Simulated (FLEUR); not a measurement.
# AlNi (Cmmm) in FLEUR: notebook

The runs below take AlNi through band structure, equation of state, with r2SCAN.

All numbers are computed with FLEUR MaX-R8.1 (later development tree); they aren't measurements. Logs are shortened: lines on timing, memory, paths and dates and some standing lists are left out, and cuts for length are marked.

## Step 1: Starting point

The structure is orthorhombic, space group Cmmm (No. 65). Conventional cell: a = 3.877 Å, b = 3.906 Å, c = 3.099 Å, α = 90.00°, β = 90.00°, γ = 90.00°. Around Ni (site symmetry mmm) lie 8 Al at 2.48 to 2.49 Å and 4 Ni at 2.75 Å. Around Al (site symmetry mmm) lie 8 Ni at 2.48 to 2.49 Å and 4 Al at 2.75 Å.

The cell comes from a database or a generator and needn't be the stable form of this composition.

## Step 2: Band structure, r2SCAN, collinear spin, ferromagnetic start

Contents of inp.xml:

```xml
<?xml version="1.0" encoding="UTF-8" standalone="no"?>
<fleurInput fleurInputVersion="0.39">
   <comment>
      AlNi                                                                                                
   </comment>
   <calculationSetup>
      <cutoffs Kmax="4.8" Gmax="14.9" GmaxXC="14.9" numbands="0"/>
      <scfLoop itmax="80" minDistance="0.0001" maxIterBroyd="30" imix="Anderson" alpha="0.05" precondParam="0.0" spinf="2.0" sdNocoIR="T"/>
      <coreElectrons ctail="F" frcor="F" kcrel="0" coretail_lmax="0"/>
      <xcFunctional name="LibXC" relativisticCorrections="F">
         <LibXCName exchange="mgga_x_r2scan" correlation="mgga_c_r2scan"/>
         <AuxGGA exchange="117" correlation="130"/>
      </xcFunctional>
      <magnetism jspins="2"/>
      <soc l_soc="F" theta="0.0" phi="0.0" spav="F"/>
      <expertModes spex="0" secvar="F"/>
      <geometryOptimization l_f="F" forcealpha="1.0" forcemix="BFGS" epsdisp="0.00001" epsforce="0.00001"/>
      <ldaU l_linMix="F" mixParam="0.05" spinf="1.0"/>
   </calculationSetup>
   <cell>
      <bzIntegration valenceElectrons="29.0" mode="hist" fermiSmearingEnergy="0.00183747">
         <kPointListSelection listName="default-1"/>
         <!-- k-points included here -->
[... 35 lines left out ...]
            <stateOccupation state="(3p1/2)" spinUp="0.166667" spinDown="0.166667"/>
            <stateOccupation state="(3p3/2)" spinUp="0.333333" spinDown="0.333333"/>
         </electronConfig>
         <energyParameters s="3" p="3" d="3" f="4"/>
         <lo type="SCLO" l="0" n="2" eDeriv="0"/>
         <lo type="SCLO" l="1" n="2" eDeriv="0"/>
         <lo type="SCLO" l="2" n="3" eDeriv="2"/>
         <lo type="SCLO" l="3" n="4" eDeriv="2"/>
      </species>
   </atomSpecies>
   <atomGroups>
      <atomGroup species="Nickel (Ni1.001">
         <relPos label="                   1">1.000/2.000 1.000/2.000 1.000/2.000</relPos>
         <force calculate="T" relaxXYZ="TTT"/>
      </atomGroup>
      <atomGroup species="Aluminum (Al)">
         <relPos label="                   2">.0000000000 .0000000000 .0000000000</relPos>
         <force calculate="T" relaxXYZ="TTT"/>
      </atomGroup>
   </atomGroups>
   <output dos="F" band="F" slice="F">
      <checks vchk="F" cdinf="F"/>
      <bandDOS minEnergy="-.5*Htr" maxEnergy="0.5*Htr" sigma="0.015" storeEVData="T"/>
      <vacuumDOS vacdos="F" integ="F" star="F" nstars="0" locx1="0.0" locy1="0.0" locx2="0.0" locy2="0.0" nstm="0" tworkf="0.0"/>
      <unfoldingBand unfoldBand="F" supercellX="1" supercellY="1" supercellZ="1"/>
      <plotting iplot="0" polar="F">
         <plot TwoD="T" vec1="  1.0  0.0  0.0" vec2="  0.0  1.0  0.0" vec3="  0.0  0.0  1.0" zero="  0.0  0.0  0.0" file="plot"/>
      </plotting>
      <chargeDensitySlicing numkpt="0" minEigenval="0.0" maxEigenval="0.0" nnne="0" pallst="F"/>
      <specialOutput eonly="F"/>
      <moessbauerParams electricFieldGradient="T" isomerShift="T" coreHyperfine="T" valenceHyperfine="T"/>
      <magneticCircularDichroism mcd="F" energyLo="-10.0" energyUp="0.0"/>
   </output>
  <!-- We include the file relax.xml here to enable relaxations (see documentation) -->
  <xi:include xmlns:xi="http://www.w3.org/2001/XInclude" href="relax.xml"> <xi:fallback/> </xi:include>
</fleurInput>
```

Contents of crystal.txt:

```
AlNi
&input cartesian=F /
1.9386940000  -1.9531901500  0.0000000000
1.9386940000  1.9531901500  0.0000000000
0.0000000000  0.0000000000  3.0994300413
1.8897261246
1.0 1.0 1.0

2
28 0.5000000000  0.5000000000  0.5000000000 : 1.001
13 0.0000000000  0.0000000000  0.0000000000

&kpt div1=10 div2=10 div3=9 gamma=T /
```

Contents of inp.xml (bands):

```
<?xml version="1.0" encoding="UTF-8" standalone="no"?>
<fleurInput fleurInputVersion="0.39">
   <comment>
      AlNi                                                                                                
   </comment>
   <calculationSetup>
      <cutoffs Kmax="4.8" Gmax="14.9" GmaxXC="14.9" numbands="0"/>
      <scfLoop itmax="80" minDistance="0.0001" maxIterBroyd="30" imix="Anderson" alpha="0.05" precondParam="0.0" spinf="2.0" sdNocoIR="T"/>
      <coreElectrons ctail="F" frcor="F" kcrel="0" coretail_lmax="0"/>
      <xcFunctional name="LibXC" relativisticCorrections="F">
         <LibXCName exchange="mgga_x_r2scan" correlation="mgga_c_r2scan"/>
         <AuxGGA exchange="117" correlation="130"/>
      </xcFunctional>
      <magnetism jspins="2"/>
      <soc l_soc="F" theta="0.0" phi="0.0" spav="F"/>
      <expertModes spex="0" secvar="F"/>
      <geometryOptimization l_f="F" forcealpha="1.0" forcemix="BFGS" epsdisp="0.00001" epsforce="0.00001"/>
      <ldaU l_linMix="F" mixParam="0.05" spinf="1.0"/>
   </calculationSetup>
   <cell>
      <bzIntegration valenceElectrons="29.0" mode="hist" fermiSmearingEnergy="0.00183747">
         <kPointListSelection listName="path-1"/>
         <!-- k-points included here -->
         <xi:include xmlns:xi="http://www.w3.org/2001/XInclude" href="kpts.xml"> </xi:include>
[... 35 lines left out ...]
            <stateOccupation state="(3p3/2)" spinUp="0.333333" spinDown="0.333333"/>
         </electronConfig>
         <energyParameters s="3" p="3" d="3" f="4"/>
         <lo type="SCLO" l="0" n="2" eDeriv="0"/>
         <lo type="SCLO" l="1" n="2" eDeriv="0"/>
         <lo type="SCLO" l="2" n="3" eDeriv="2"/>
         <lo type="SCLO" l="3" n="4" eDeriv="2"/>
      </species>
   </atomSpecies>
   <atomGroups>
      <atomGroup species="Nickel (Ni1.001">
         <relPos label="                   1">1.000/2.000 1.000/2.000 1.000/2.000</relPos>
         <force calculate="T" relaxXYZ="TTT"/>
      </atomGroup>
      <atomGroup species="Aluminum (Al)">
         <relPos label="                   2">.0000000000 .0000000000 .0000000000</relPos>
         <force calculate="T" relaxXYZ="TTT"/>
      </atomGroup>
   </atomGroups>
   <output dos="F" band="T" slice="F">
      <checks vchk="F" cdinf="F"/>
      <bandDOS minEnergy="-.5*Htr" maxEnergy="0.5*Htr" sigma="0.015" storeEVData="T"/>
      <vacuumDOS vacdos="F" integ="F" star="F" nstars="0" locx1="0.0" locy1="0.0" locx2="0.0" locy2="0.0" nstm="0" tworkf="0.0"/>
      <unfoldingBand unfoldBand="F" supercellX="1" supercellY="1" supercellZ="1"/>
      <plotting iplot="0" polar="F">
         <plot TwoD="T" vec1="  1.0  0.0  0.0" vec2="  0.0  1.0  0.0" vec3="  0.0  0.0  1.0" zero="  0.0  0.0  0.0" file="plot"/>
      </plotting>
      <chargeDensitySlicing numkpt="0" minEigenval="0.0" maxEigenval="0.0" nnne="0" pallst="F"/>
      <specialOutput eonly="F"/>
      <moessbauerParams electricFieldGradient="T" isomerShift="T" coreHyperfine="T" valenceHyperfine="T"/>
      <magneticCircularDichroism mcd="F" energyLo="-10.0" energyUp="0.0"/>
   </output>
  <!-- We include the file relax.xml here to enable relaxations (see documentation) -->
  <xi:include xmlns:xi="http://www.w3.org/2001/XInclude" href="relax.xml"> <xi:fallback/> </xi:include>
</fleurInput>
```

Potentials or basis: all-electron, FLAPW.

Started as:

```
$ inpgen -f crystal.txt -profile fastHighL
$ # inp.xml edited to the form shown
$ fleur_MPI
$ fleur_MPI   # second run, on inp.xml (bands)
```

Standard output:

```text
Welcome to FLEUR        (www.flapw.de)
      MaX-Release 8.1          (www.max-centre.eu)
 func_ids         498         497         498         497
 MetaGGA potential functional detected - V_tau will be computed
 Auxiliary Potential for radial basis: exchange=         117  correlation=         130
The functional 'Re-regularized SCAN exchange by Furness et al' is an exchange functional, it belongs to the 'MGGA' family and is defined in the reference(s):
[1] J. W. Furness, A. D. Kaplan, J. Ning, J. P. Perdew, and J. Sun.,  J. Phys. Chem. Lett. 11, 8208-8215 (2020)
[2] J. W. Furness, A. D. Kaplan, J. Ning, J. P. Perdew, and J. Sun.,  J. Phys. Chem. Lett. 11, 9248-9248 (2020)
The functional 'Re-regularized SCAN correlation by Furness et al' is a correlation functional, it belongs to the 'MGGA' family and is defined in the reference(s):
[1] J. W. Furness, A. D. Kaplan, J. Ning, J. P. Perdew, and J. Sun.,  J. Phys. Chem. Lett. 11, 8208-8215 (2020)
[2] J. W. Furness, A. D. Kaplan, J. Ning, J. P. Perdew, and J. Sun.,  J. Phys. Chem. Lett. 11, 9248-9248 (2020)
 Using same functional for VXC and EXC

 ========== k-point set info ==========
 Selected k-point list: default-1
 k-point list type: mesh
 10 x 10 x 9
 Number of k points: 155

 ------------Calculation Setup---------------------------
 Number of MPI-tasks      :            1
 Number of PE/node        :            1
 Number of OMP-threads    :            1
 Most efficient MPI parallelization for:
           1           5          31         155
 Additional eigenvalue parallelization possible
 Number of basis functions:          402
 Approximate size of matrices (H+S) per k-point:         0.002 GB
 --------------------------------------------------------
The functional 'Hammer, Hansen, and Norskov' is an exchange functional, it belongs to the 'GGA' family and is defined in the reference(s):
[1] B. Hammer, L. B. Hansen, and J. K. Nørskov.,  Phys. Rev. B 59, 7413 (1999)
The functional 'Perdew, Burke & Ernzerhof' is a correlation functional, it belongs to the 'GGA' family and is defined in the reference(s):
[1] J. P. Perdew, K. Burke, and M. Ernzerhof.,  Phys. Rev. Lett. 77, 3865 (1996)
[2] J. P. Perdew, K. Burke, and M. Ernzerhof.,  Phys. Rev. Lett. 78, 1396 (1997)
 Using same functional for VXC and EXC
 Using auxiliary GGA potential for the first iteration of MetaGGA calculation.
 Reset of history
 Reset of history
 Iteration:     1   Distance:      29.58221751 me/bohr^3
The functional 'Hammer, Hansen, and Norskov' is an exchange functional, it belongs to the 'GGA' family and is defined in the reference(s):
[1] B. Hammer, L. B. Hansen, and J. K. Nørskov.,  Phys. Rev. B 59, 7413 (1999)
The functional 'Perdew, Burke & Ernzerhof' is a correlation functional, it belongs to the 'GGA' family and is defined in the reference(s):
[1] J. P. Perdew, K. Burke, and M. Ernzerhof.,  Phys. Rev. Lett. 77, 3865 (1996)
[2] J. P. Perdew, K. Burke, and M. Ernzerhof.,  Phys. Rev. Lett. 78, 1396 (1997)
 Using same functional for VXC and EXC
 Iteration:     2   Distance:      26.05288145 me/bohr^3
The functional 'Hammer, Hansen, and Norskov' is an exchange functional, it belongs to the 'GGA' family and is defined in the reference(s):
[1] B. Hammer, L. B. Hansen, and J. K. Nørskov.,  Phys. Rev. B 59, 7413 (1999)
The functional 'Perdew, Burke & Ernzerhof' is a correlation functional, it belongs to the 'GGA' family and is defined in the reference(s):
[1] J. P. Perdew, K. Burke, and M. Ernzerhof.,  Phys. Rev. Lett. 77, 3865 (1996)
[2] J. P. Perdew, K. Burke, and M. Ernzerhof.,  Phys. Rev. Lett. 78, 1396 (1997)
 Using same functional for VXC and EXC
 Iteration:     3   Distance:      22.27035458 me/bohr^3
The functional 'Hammer, Hansen, and Norskov' is an exchange functional, it belongs to the 'GGA' family and is defined in the reference(s):
[1] B. Hammer, L. B. Hansen, and J. K. Nørskov.,  Phys. Rev. B 59, 7413 (1999)
The functional 'Perdew, Burke & Ernzerhof' is a correlation functional, it belongs to the 'GGA' family and is defined in the reference(s):
[1] J. P. Perdew, K. Burke, and M. Ernzerhof.,  Phys. Rev. Lett. 77, 3865 (1996)
[2] J. P. Perdew, K. Burke, and M. Ernzerhof.,  Phys. Rev. Lett. 78, 1396 (1997)
 Using same functional for VXC and EXC
 Iteration:     4   Distance:      18.42991829 me/bohr^3
The functional 'Hammer, Hansen, and Norskov' is an exchange functional, it belongs to the 'GGA' family and is defined in the reference(s):
[1] B. Hammer, L. B. Hansen, and J. K. Nørskov.,  Phys. Rev. B 59, 7413 (1999)
The functional 'Perdew, Burke & Ernzerhof' is a correlation functional, it belongs to the 'GGA' family and is defined in the reference(s):
[1] J. P. Perdew, K. Burke, and M. Ernzerhof.,  Phys. Rev. Lett. 77, 3865 (1996)
[2] J. P. Perdew, K. Burke, and M. Ernzerhof.,  Phys. Rev. Lett. 78, 1396 (1997)
 Using same functional for VXC and EXC
 Iteration:     5   Distance:      10.50991630 me/bohr^3
The functional 'Hammer, Hansen, and Norskov' is an exchange functional, it belongs to the 'GGA' family and is defined in the reference(s):
[1] B. Hammer, L. B. Hansen, and J. K. Nørskov.,  Phys. Rev. B 59, 7413 (1999)
The functional 'Perdew, Burke & Ernzerhof' is a correlation functional, it belongs to the 'GGA' family and is defined in the reference(s):
[1] J. P. Perdew, K. Burke, and M. Ernzerhof.,  Phys. Rev. Lett. 77, 3865 (1996)
[2] J. P. Perdew, K. Burke, and M. Ernzerhof.,  Phys. Rev. Lett. 78, 1396 (1997)
 Using same functional for VXC and EXC
 Iteration:     6   Distance:       5.58582175 me/bohr^3
The functional 'Hammer, Hansen, and Norskov' is an exchange functional, it belongs to the 'GGA' family and is defined in the reference(s):
[1] B. Hammer, L. B. Hansen, and J. K. Nørskov.,  Phys. Rev. B 59, 7413 (1999)
The functional 'Perdew, Burke & Ernzerhof' is a correlation functional, it belongs to the 'GGA' family and is defined in the reference(s):
[1] J. P. Perdew, K. Burke, and M. Ernzerhof.,  Phys. Rev. Lett. 77, 3865 (1996)
[2] J. P. Perdew, K. Burke, and M. Ernzerhof.,  Phys. Rev. Lett. 78, 1396 (1997)
 Using same functional for VXC and EXC
[... 110 lines left out ...]
[2] J. P. Perdew, K. Burke, and M. Ernzerhof.,  Phys. Rev. Lett. 78, 1396 (1997)
 Using same functional for VXC and EXC
 Iteration:    23   Distance:       0.00302081 me/bohr^3
The functional 'Hammer, Hansen, and Norskov' is an exchange functional, it belongs to the 'GGA' family and is defined in the reference(s):
[1] B. Hammer, L. B. Hansen, and J. K. Nørskov.,  Phys. Rev. B 59, 7413 (1999)
The functional 'Perdew, Burke & Ernzerhof' is a correlation functional, it belongs to the 'GGA' family and is defined in the reference(s):
[1] J. P. Perdew, K. Burke, and M. Ernzerhof.,  Phys. Rev. Lett. 77, 3865 (1996)
[2] J. P. Perdew, K. Burke, and M. Ernzerhof.,  Phys. Rev. Lett. 78, 1396 (1997)
 Using same functional for VXC and EXC
 Iteration:    24   Distance:       0.00083829 me/bohr^3
The functional 'Hammer, Hansen, and Norskov' is an exchange functional, it belongs to the 'GGA' family and is defined in the reference(s):
[1] B. Hammer, L. B. Hansen, and J. K. Nørskov.,  Phys. Rev. B 59, 7413 (1999)
The functional 'Perdew, Burke & Ernzerhof' is a correlation functional, it belongs to the 'GGA' family and is defined in the reference(s):
[1] J. P. Perdew, K. Burke, and M. Ernzerhof.,  Phys. Rev. Lett. 77, 3865 (1996)
[2] J. P. Perdew, K. Burke, and M. Ernzerhof.,  Phys. Rev. Lett. 78, 1396 (1997)
 Using same functional for VXC and EXC
 Iteration:    25   Distance:       0.00133862 me/bohr^3
The functional 'Hammer, Hansen, and Norskov' is an exchange functional, it belongs to the 'GGA' family and is defined in the reference(s):
[1] B. Hammer, L. B. Hansen, and J. K. Nørskov.,  Phys. Rev. B 59, 7413 (1999)
The functional 'Perdew, Burke & Ernzerhof' is a correlation functional, it belongs to the 'GGA' family and is defined in the reference(s):
[1] J. P. Perdew, K. Burke, and M. Ernzerhof.,  Phys. Rev. Lett. 77, 3865 (1996)
[2] J. P. Perdew, K. Burke, and M. Ernzerhof.,  Phys. Rev. Lett. 78, 1396 (1997)
 Using same functional for VXC and EXC
 Iteration:    26   Distance:       0.00119723 me/bohr^3
The functional 'Hammer, Hansen, and Norskov' is an exchange functional, it belongs to the 'GGA' family and is defined in the reference(s):
[1] B. Hammer, L. B. Hansen, and J. K. Nørskov.,  Phys. Rev. B 59, 7413 (1999)
The functional 'Perdew, Burke & Ernzerhof' is a correlation functional, it belongs to the 'GGA' family and is defined in the reference(s):
[1] J. P. Perdew, K. Burke, and M. Ernzerhof.,  Phys. Rev. Lett. 77, 3865 (1996)
[2] J. P. Perdew, K. Burke, and M. Ernzerhof.,  Phys. Rev. Lett. 78, 1396 (1997)
 Using same functional for VXC and EXC
 Iteration:    27   Distance:       0.00009637 me/bohr^3

 ********************************************************************
 Run finished successfully
 Stop message:
   all done
 ********************************************************************
```

It took 7.9 min on 1 thread of Intel Xeon Platinum 8375C at 2.90GHz (Ice Lake), shared host; peak memory 0.18 GiB.

Results:

```
Free energy                                           : -47999.4189 eV
Band gap along the path                               : none (metal or under the smearing width)
Net moment                                            : 0.00 μB per cell
Valence electrons inside the program's atomic spheres : Ni 17.33; Al 9.02 (radii Ni 2.31, Al 2.04 bohr)
```

Levels at the corners of the path, in eV from the Fermi level:
Spin up:
```csv
point,band 11,band 12,band 13,band 14,band 15,band 16,band 17,band 18,band 19,band 20
Γ,-3.38,-1.70,-1.68,-1.44,3.10,7.43,7.49,7.54,9.02,15.94
X,-2.66,-2.53,-2.53,-2.53,-0.82,2.33,3.57,11.63,14.26,14.33
S,-2.89,-2.85,-2.19,-1.56,-0.33,8.17,8.28,9.97,12.26,13.59
R,-3.68,-3.15,-2.11,-1.96,-1.25,1.40,2.43,14.69,16.37,17.25
A,-4.34,-1.22,-0.81,1.84,2.09,2.21,4.25,4.34,4.69,5.57
Z,-3.04,-2.16,-2.13,-1.40,-1.28,8.79,11.79,11.84,12.29,12.30
Γ,-3.38,-1.70,-1.68,-1.44,3.10,7.43,7.49,7.54,9.02,15.94
Y,-2.66,-2.53,-2.53,-2.53,-0.82,2.33,3.57,11.64,14.26,14.33
X1,-2.66,-2.53,-2.53,-2.53,-0.82,2.33,3.57,11.63,14.26,14.33
A1,-4.34,-1.22,-0.81,1.84,2.09,2.21,4.25,4.34,4.69,5.57
T,-4.34,-1.22,-0.81,1.84,2.09,2.22,4.25,4.35,4.67,5.57
Y,-2.66,-2.53,-2.53,-2.53,-0.82,2.33,3.57,11.64,14.26,14.33
Z,-3.04,-2.16,-2.13,-1.40,-1.28,8.79,11.79,11.84,12.29,12.30
T,-4.34,-1.22,-0.81,1.84,2.09,2.22,4.25,4.35,4.67,5.57
```
Spin down:
```csv
point,band 11,band 12,band 13,band 14,band 15,band 16,band 17,band 18,band 19,band 20
Γ,-3.38,-1.70,-1.68,-1.44,3.10,7.43,7.49,7.54,9.02,15.94
X,-2.66,-2.53,-2.53,-2.53,-0.82,2.33,3.57,11.63,14.26,14.33
S,-2.89,-2.85,-2.19,-1.56,-0.33,8.17,8.28,9.97,12.26,13.59
R,-3.68,-3.15,-2.11,-1.96,-1.25,1.40,2.43,14.69,16.37,17.25
A,-4.34,-1.22,-0.81,1.84,2.09,2.21,4.25,4.34,4.69,5.57
Z,-3.04,-2.16,-2.13,-1.40,-1.28,8.79,11.79,11.84,12.29,12.30
Γ,-3.38,-1.70,-1.68,-1.44,3.10,7.43,7.49,7.54,9.02,15.94
Y,-2.66,-2.53,-2.53,-2.53,-0.82,2.33,3.57,11.64,14.26,14.33
X1,-2.66,-2.53,-2.53,-2.53,-0.82,2.33,3.57,11.63,14.26,14.33
A1,-4.34,-1.22,-0.81,1.84,2.09,2.21,4.25,4.34,4.69,5.57
T,-4.34,-1.22,-0.81,1.84,2.09,2.22,4.25,4.35,4.67,5.57
Y,-2.66,-2.53,-2.53,-2.53,-0.82,2.33,3.57,11.64,14.26,14.33
Z,-3.04,-2.16,-2.13,-1.40,-1.28,8.79,11.79,11.84,12.29,12.30
T,-4.34,-1.22,-0.81,1.84,2.09,2.22,4.25,4.35,4.67,5.57
```

Core levels (eV from the Fermi level):
```tsv
atom	levels
1 Ni	1s1/2 -8203.1, 2s1/2 -973.4, 2p1/2 -847.7, 2p3/2 -830.3
2 Al	1s1/2 -1505.7
```

Caveat: the meta-GGA is that of a development version, with a GGA for the radial functions and cores and without core tails.

[end of part 1 of 2]
